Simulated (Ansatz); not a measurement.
The polar optical mode of RbBr at -0.8 GPa, worked through

All numbers below come from DFT PBEsol, scalar-relativistic, plane waves, PAW (Ansatz). Settings: 420 eV plane-wave cutoff, Γ-centred 6×6×6 mesh, fixed occupations. No spin polarisation. Phonons by linear response, acoustic sum rule imposed.

The cell is fixed (symmetry leaves no force on the atoms) and stands under -0.8 GPa:
```
Rb Br
1.0
     0.00000    3.50620    3.50620
     3.50620    0.00000    3.50620
     3.50620    3.50620    0.00000
Rb Br
1 1
Direct
  0.00000 0.00000 0.00000
  0.50000 0.50000 0.50000
```

The cell is the ideal cubic rocksalt prototype.

Linear response gives ν_TO = 69.8 cm⁻¹, Born charges ±1.166 e (positive on Rb) and ε∞ = 2.494. The primitive cell holds 86.207 Å³, and the masses are 85.468 and 79.904 amu.

Question: Find ν_LO and the static dielectric constant.

Answer: The long-wave field adds a restoring force: ω_LO² − ω_TO² = Z*²e²/(ε_vac ε∞ μV). In these units ν_LO² − ν_TO² = 4.92064×10⁷ Z*²/(μ V ε∞) cm⁻², with μ = m₁m₂/(m₁ + m₂) = 41.296 amu: 7541 cm⁻². So ν_LO = √(69.8² + 7541) = 111.4 cm⁻¹, and the run gives 111.4. Lyddane–Sachs–Teller then gives ε0 = ε∞ (ν_LO/ν_TO)² = 6.35, against 6.35 in the run (it forms both from the same three quantities, so the match checks the arithmetic only). Between ν_TO and ν_LO the dielectric function is negative and an undamped crystal reflects fully: a reststrahlen band from 89.7 to 143.2 μm.

Question: What do the Clausius–Mossotti polarisability and the Szigeti charge come to?

Answer: With the Lorentz local field, α = (3V/4π)(ε∞ − 1)/(ε∞ + 2) = 6.84 Å³ for the pair, and e_S = 3Z*/(ε∞ + 2) = 0.78 e. The Born charge includes the electrons' response to the dipole's own local field, and e_S takes that enhancement out. The Lorentz field assumes point-like polarisable ions, a fair picture at this small ε∞.

Question: How strongly does a slow electron couple to the LO mode?

Answer: For one isotropic parabolic band, Fröhlich's constant is α_F = (1/ε∞ − 1/ε0) √(m* Ry/ħω_LO), with Ry = 13.606 eV, ħω_LO = 13.8 meV and m* in free-electron masses: α_F = 0.2436 × 31.38 × √m* = 7.64 √m*. The band mass isn't part of this run; for m* = 0.1, 0.3 and 1 it gives 2.42, 4.19, 7.64. In weak coupling the polaron lies α_F ħω_LO below the band edge (58 meV at m* = 0.3) with a mass m*(1 + α_F/6); past α_F of about 5 or 6 that expansion fails. A semilocal functional's ε∞ tends to be too large, which taken alone lowers α_F.

Cost: 1 run of about 0.14 core-minutes, on Intel Xeon 6975P-C (Granite Rapids) (shared hosts).